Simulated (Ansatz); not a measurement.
# CoPdO2 (R-3m): one cell, many starting occupations (series 2), part 2 of 2

Task: map the metastable states of CoPdO2 (R-3m) by varying the start. Cell and atoms stay fixed.

Ansatz 0.2.0; DFT PBE without U, plane waves, PAW.

## Step 5: Random orbitals: fully mixed, one electron fewer

input.yaml

```yaml
crystal:
  lattice:
    - [1.42249981, 0.82128065, 5.96000126]
    - [-1.42249981, 0.82128065, 5.96000126]
    - [0.0, -1.6425613, 5.96000126]
  atoms:
    - { symbol: Co, position: [0.5, 0.5, 0.5], spin: 4.0 }
    - { symbol: Pd, position: [0.0, 0.0, 0.0], spin: 3.0 }
    - { symbol: O, position: [0.11215, 0.11215, 0.11215] }
    - { symbol: O, position: [0.88785, 0.88785, 0.88785] }
basis:
  ecutwfc: 420
  ecutrho_ratio: 4
kpoints:
  mp_grid: { grid: [8, 8, 8] }
hamiltonian:
  xc: pbe
  hubbard:
    sites:
      - { site: 0, l: d, u_eff: 0.0, starting_ns: [{ spin: up, occupation_matrix: s0up }, { spin: down, occupation_matrix: s0down }] }
      - { site: 1, l: d, u_eff: 0.0, starting_ns: [{ spin: up, occupation_matrix: s1up }, { spin: down, occupation_matrix: s1down }] }
    occupation_matrices:
      s0up:
        matrix:
          - [0.97, 0.0, 0.0, 0.0, 0.0]
          - [0.0, 0.97, 0.0, 0.0, 0.0]
          - [0.0, 0.0, 0.97, 0.0, 0.0]
          - [0.0, 0.0, 0.0, 0.97, 0.0]
          - [0.0, 0.0, 0.0, 0.0, 0.97]
      s0down:
        matrix:
          - [0.02038, -0.00173, 0.0073, 0.01653, 0.00596]
          - [-0.00173, 0.02778, -0.03286, -0.07438, -0.02681]
          - [0.0073, -0.03286, 0.15876, 0.31404, 0.1132]
          - [0.01653, -0.07438, 0.31404, 0.73072, 0.25619]
          - [0.00596, -0.02681, 0.1132, 0.25619, 0.11235]
      s1up:
        matrix:
          - [0.97, 0.0, 0.0, 0.0, 0.0]
          - [0.0, 0.97, 0.0, 0.0, 0.0]
          - [0.0, 0.0, 0.97, 0.0, 0.0]
          - [0.0, 0.0, 0.0, 0.97, 0.0]
          - [0.0, 0.0, 0.0, 0.0, 0.97]
      s1down:
        matrix:
          - [0.17825, 0.28135, -0.20233, 0.02271, 0.06843]
          - [0.28135, 0.81593, -0.03559, -0.19738, -0.05695]
          - [-0.20233, -0.03559, 0.63396, -0.28962, -0.28325]
          - [0.02271, -0.19738, -0.28962, 0.2144, 0.15341]
          - [0.06843, -0.05695, -0.28325, 0.15341, 0.15746]
    ns_hold: { iters: 5 }
scf:
  occupations: { method: gaussian, width: 0.05 }
  lower_state_search: "off"
  max_iter: 150
output:
  forces: true
  stress: true
  eigenvalues: true
  populations: true
  hubbard: { sites: [{ site: 0, l: d }, { site: 1, l: d }] }
magnetization:
  spin_polarized: true
```

The typed matrices put 0.97 on the chosen orbitals and 0.02 on the others, and are held for 5 cycles.

Command:

```bash
> ansatz run input.yaml --threads 2 --pin off --max-ram 3072MiB --backend cpu --events-out ev --progress --plain --runs-dir out
```

Output, cut to the lines that bear on the results:

```text
Warning: crystal.symmetry: narrowed to the stabiliser of the occupation matrices — unitary ops 12 → 2; lowered by the specified shells (site 0, l: d), (site 1, l: d); largest admitted image defect 4.4e-16, smallest excluded 3.3e-1 — at a splitting's scale: the group the occupation [...]
Warning: RAYON_NUM_THREADS=2 ignored (pool sized by the plan → 2); use --threads N
[...]
Co: projections on atomic orbitals take those of the free atom [Ne] 3s2 3p6 3d7 4s2, of charge +0.00 (hamiltonian.pseudopotentials.projection_atoms); the dataset's partial waves leave at most 1.4e-6 of an orbital's norm unspanned inside its sphere
Pd: projections on atomic orbitals take those of the free atom [Ar 3d10] 4s2 4p6 4d10, of charge +0.00 (hamiltonian.pseudopotentials.projection_atoms); the dataset's partial waves leave at most 1.0e-5 of an orbital's norm unspanned inside its sphere
[...]
  Co0 d_3D: site group D3d (-3m)
  Co0 d_3D up     Tr n = 3.7082  λ = 0.406 0.406 0.960 0.960 0.978  [2× xz 0.33 Eg(1.00) | 3× z2 0.33 Eg(0.67)]
  Co0 d_3D dn     Tr n = 3.6917  λ = 0.405 0.405 0.960 0.960 0.962  [2× yz 0.33 Eg(1.00) | 3× z2 0.33 Eg(0.67)]
  specified occupation → Co0 d_3D up: matrix, ‖Δ‖_F = 0.7982, Tr Δ = +1.1418, displaced = 0.5786, d_λ = 0.7982; orbital distance = 0.0000
  specified occupation → Co0 d_3D dn: matrix, ‖Δ‖_F = 1.6670, Tr Δ = -2.6417, displaced = 1.7616, d_λ = 1.4364; orbital distance = 1.0564
  Pd1 d_4D: site group D3d (-3m)
  Pd1 d_4D up     Tr n = 4.5797  λ = 0.686 0.968 0.968 0.978 0.978  [z2 1.00 A1g(1.00) | 4× xz 0.25 Eg(1.00)]
  Pd1 d_4D dn     Tr n = 4.4951  λ = 0.641 0.954 0.954 0.973 0.973  [z2 1.00 A1g(1.00) | 4× xz 0.25 Eg(1.00)]
  specified occupation → Pd1 d_4D up: matrix, ‖Δ‖_F = 0.2840, Tr Δ = +0.2703, displaced = 0.1518, d_λ = 0.2840; orbital distance = 0.0000
  specified occupation → Pd1 d_4D dn: matrix, ‖Δ‖_F = 1.5037, Tr Δ = -2.4951, displaced = 1.3306, d_λ = 1.4598; orbital distance = 1.0801
  Tr n, λ and their labels are of the run-group-symmetrised matrices; stabiliser: 12 of 24 elements of G0×{1,Θ} (closed), max defect 1.2e-5 at τ = 4.2e-3
```

Wall time 61 s (2 threads of Arm Neoverse V1, shared host); peak memory 0.89 GiB.

End state: no gap, pressure 1.7 GPa, moments in spheres Pd 0.08 μB, largest force component 0.22 eV/Å, 2 symmetry operations imposed. The program reports that the typed filling wasn't kept.

How the shells are filled (orbitals counted by the eigenvalues of the occupation matrices):

| shell | channel | electrons | over 0.8 | 0.2 to 0.8 | under 0.2 |
| --- | --- | --- | --- | --- | --- |
| Co 3d (atom 1) | up | 3.71 | 3 | 2 | 0 |
| Co 3d (atom 1) | down | 3.69 | 3 | 2 | 0 |
| Pd 4d (atom 2) | up | 4.58 | 4 | 1 | 0 |
| Pd 4d (atom 2) | down | 4.50 | 4 | 1 | 0 |

## Step 6: Random orbitals: drawn by pairs, first filling

input.yaml: that of step 5 with these lines changed.

```diff
@@ -6,4 +6,4 @@
   atoms:
-    - { symbol: Co, position: [0.5, 0.5, 0.5], spin: 4.0 }
-    - { symbol: Pd, position: [0.0, 0.0, 0.0], spin: 3.0 }
+    - { symbol: Co, position: [0.5, 0.5, 0.5], spin: 3.0 }
+    - { symbol: Pd, position: [0.0, 0.0, 0.0], spin: 2.0 }
     - { symbol: O, position: [0.11215, 0.11215, 0.11215] }
@@ -31,7 +31,7 @@
         matrix:
-          - [0.02038, -0.00173, 0.0073, 0.01653, 0.00596]
-          - [-0.00173, 0.02778, -0.03286, -0.07438, -0.02681]
-          - [0.0073, -0.03286, 0.15876, 0.31404, 0.1132]
-          - [0.01653, -0.07438, 0.31404, 0.73072, 0.25619]
-          - [0.00596, -0.02681, 0.1132, 0.25619, 0.11235]
+          - [0.97, 0.0, 0.0, 0.0, 0.0]
+          - [0.0, 0.97, 0.0, 0.0, 0.0]
+          - [0.0, 0.0, 0.02, 0.0, 0.0]
+          - [0.0, 0.0, 0.0, 0.02, 0.0]
+          - [0.0, 0.0, 0.0, 0.0, 0.02]
       s1up:
@@ -45,7 +45,7 @@
         matrix:
-          - [0.17825, 0.28135, -0.20233, 0.02271, 0.06843]
-          - [0.28135, 0.81593, -0.03559, -0.19738, -0.05695]
-          - [-0.20233, -0.03559, 0.63396, -0.28962, -0.28325]
-          - [0.02271, -0.19738, -0.28962, 0.2144, 0.15341]
-          - [0.06843, -0.05695, -0.28325, 0.15341, 0.15746]
+          - [0.73413, 0.0, -0.41042, 0.0, 0.0]
+          - [0.0, 0.97, 0.0, 0.0, 0.0]
+          - [-0.41042, 0.0, 0.25587, 0.0, 0.0]
+          - [0.0, 0.0, 0.0, 0.02, 0.0]
+          - [0.0, 0.0, 0.0, 0.0, 0.97]
     ns_hold: { iters: 5 }
```

The typed matrices put 0.97 on the chosen orbitals and 0.02 on the others, and are held for 5 cycles.

Command:

```bash
> ansatz run input.yaml --threads 2 --pin off --max-ram 3072MiB --backend cpu --events-out ev --progress --plain --runs-dir out
```

Output, cut to the lines that bear on the results:

```text
Warning: crystal.symmetry: narrowed to the stabiliser of the occupation matrices — unitary ops 12 → 4; lowered by the specified shells (site 0, l: d), (site 1, l: d); largest admitted image defect 4.4e-16, smallest excluded 7.1e-1 — at a splitting's scale: the group the occupation [...]
Warning: RAYON_NUM_THREADS=2 ignored (pool sized by the plan → 2); use --threads N
[...]
Co: projections on atomic orbitals take those of the free atom [Ne] 3s2 3p6 3d7 4s2, of charge +0.00 (hamiltonian.pseudopotentials.projection_atoms); the dataset's partial waves leave at most 1.4e-6 of an orbital's norm unspanned inside its sphere
Pd: projections on atomic orbitals take those of the free atom [Ar 3d10] 4s2 4p6 4d10, of charge +0.00 (hamiltonian.pseudopotentials.projection_atoms); the dataset's partial waves leave at most 1.0e-5 of an orbital's norm unspanned inside its sphere
[...]
  Co0 d_3D: site group D3d (-3m)
  Co0 d_3D up     Tr n = 3.7083  λ = 0.406 0.406 0.960 0.960 0.978  [2× xz 0.33 Eg(1.00) | 3× z2 0.33 Eg(0.67)]
  Co0 d_3D dn     Tr n = 3.6917  λ = 0.405 0.405 0.960 0.960 0.962  [2× yz 0.33 Eg(1.00) | 3× z2 0.33 Eg(0.67)]
  specified occupation → Co0 d_3D up: matrix, ‖Δ‖_F = 0.7982, Tr Δ = +1.1417, displaced = 0.5786, d_λ = 0.7982; orbital distance = 0.0000
  specified occupation → Co0 d_3D dn: matrix, ‖Δ‖_F = 1.3705, Tr Δ = -1.6917, displaced = 1.2892, d_λ = 1.0861; orbital distance = 1.2447
  Pd1 d_4D: site group D3d (-3m)
  Pd1 d_4D up     Tr n = 4.5797  λ = 0.686 0.968 0.968 0.978 0.978  [z2 1.00 A1g(1.00) | 4× xz 0.25 Eg(1.00)]
  Pd1 d_4D dn     Tr n = 4.4951  λ = 0.641 0.954 0.954 0.973 0.973  [z2 1.00 A1g(1.00) | 4× xz 0.25 Eg(1.00)]
  specified occupation → Pd1 d_4D up: matrix, ‖Δ‖_F = 0.2840, Tr Δ = +0.2703, displaced = 0.1518, d_λ = 0.2840; orbital distance = 0.0000
  specified occupation → Pd1 d_4D dn: matrix, ‖Δ‖_F = 1.3166, Tr Δ = -1.5451, displaced = 1.0533, d_λ = 1.1219; orbital distance = 1.3702
  Tr n, λ and their labels are of the run-group-symmetrised matrices; stabiliser: 12 of 24 elements of G0×{1,Θ} (closed), max defect 3.5e-6 at τ = 4.2e-3
```

Run time: 43 s. Hardware: 2 threads of Arm Neoverse V1, shared host; peak memory 0.65 GiB.

Result: no gap, pressure 1.7 GPa, moments in spheres Pd 0.08 μB, largest force component 0.22 eV/Å, 4 symmetry operations imposed. The program reports that the typed filling wasn't kept.

The shells' filling, with natural orbitals sorted by occupation:

| shell | channel | electrons | over 0.8 | 0.2 to 0.8 | under 0.2 |
| --- | --- | --- | --- | --- | --- |
| Co 3d (atom 1) | up | 3.71 | 3 | 2 | 0 |
| Co 3d (atom 1) | down | 3.69 | 3 | 2 | 0 |
| Pd 4d (atom 2) | up | 4.58 | 4 | 1 | 0 |
| Pd 4d (atom 2) | down | 4.50 | 4 | 1 | 0 |

## Step 7: All runs side by side

The summary covers parts 1 to 2.

Energies count from the lowest free state and have the smearing extrapolated to zero.

| start | energy (meV/atom) | gap (eV) | pressure (GPa) | largest moment (μB) | SCF cycles | time |
| --- | --- | --- | --- | --- | --- | --- |
| random orbitals: single harmonics, first filling (earlier series) | 0.0 | metal | 1.7 | 0.08 | 35 | 56 s |
| random orbitals: single harmonics, second filling | 0.0 | metal | 1.7 | 0.08 | 36 | 48 s |
| random orbitals: single harmonics, first filling | 0.0 | metal | 1.7 | 0.08 | 39 | 57 s |
| random orbitals: fully mixed, one electron fewer | 0.0 | metal | 1.7 | 0.08 | 28 | 61 s |
| random orbitals: drawn by pairs, first filling | 0.0 | metal | 1.7 | 0.08 | 36 | 43 s |
| random orbitals: fully mixed, first filling | 0.4 | metal | 1.7 | 0.00 | 32 | 77 s |

The 6 free runs end within about 1 meV/atom of each other. The lowest state found need not be the ground state, and the geometry wasn't relaxed for any of them.
